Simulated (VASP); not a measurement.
Set up this calculation in VASP 6.6.1, as the native input.

```yaml
Task: relaxation of cell and atoms
Functional: PBE
Potentials_or_basis: VASP PAW PBE potentials, release 64 (Al, N)
Cutoff: 520 eV
k_mesh: 6 × 6 × 2
Occupations: gaussian, width 0.02 eV
Spin: no spin polarisation
Further_INCAR_settings: ALGO = Fast; EDIFF = 1e-07; IBRION = 2; EDIFFG = -0.002; NSW = 80; ISIF = 3
```

The structure of AlN lies in POSCAR:

```
AlN                                     
1.0
    3.1283816962      0.0000000000      0.0000000000
   -1.5641908481      2.7092580196     -0.0000000000
   -0.0000000000      0.0000000000      5.0163107757
  Al              N             
     2     2
Direct
     0.3333333300000021    0.6666666699999979    0.9992493515525236
     0.6666666699999979    0.3333333300000021    0.4992493515525237
     0.3333333300000021    0.6666666699999979    0.3807506484474789
     0.6666666699999979    0.3333333300000021    0.8807506484474790
```

The input as run:

INCAR

```
SYSTEM = AlN
PREC = Accurate
ENCUT = 520
EDIFF = 1E-7
ISMEAR = 0
SIGMA = 0.02
LREAL = .FALSE.
LASPH = .TRUE.
NELM = 100
ALGO = Fast
ISIF = 3
LWAVE = .FALSE.
LCHARG = .FALSE.
GGA = PE
IBRION = 2
NSW = 80
EDIFFG = -0.002
```

KPOINTS

```
regular mesh
0
G
  6 6 2
  0 0 0
```

Potentials or basis: VASP PAW PBE potentials, release 64 (Al, N).

Command:

```bash
$ cat potpaw_PBE.64/Al/POTCAR potpaw_PBE.64/N/POTCAR > POTCAR
$ mpirun -np 1 vasp_std > vasp.out
```

Results of the run:

| Item | Value |
| --- | --- |
| Pressure after relaxing | 0.0 GPa |
| Band gap on the k mesh | 4.06 eV, direct |

Caveat: the k mesh is coarse (spacing up to 0.63 Å⁻¹), so the values aren't converged; the relaxation stopped at its first step, so nothing moved.

Run time: 8.9 s on 1 thread of Intel(R) Xeon(R) Platinum 8259CL CPU @ 2.50GHz (Skylake/Cascade Lake) (shared host), peak memory 0.15 GiB.
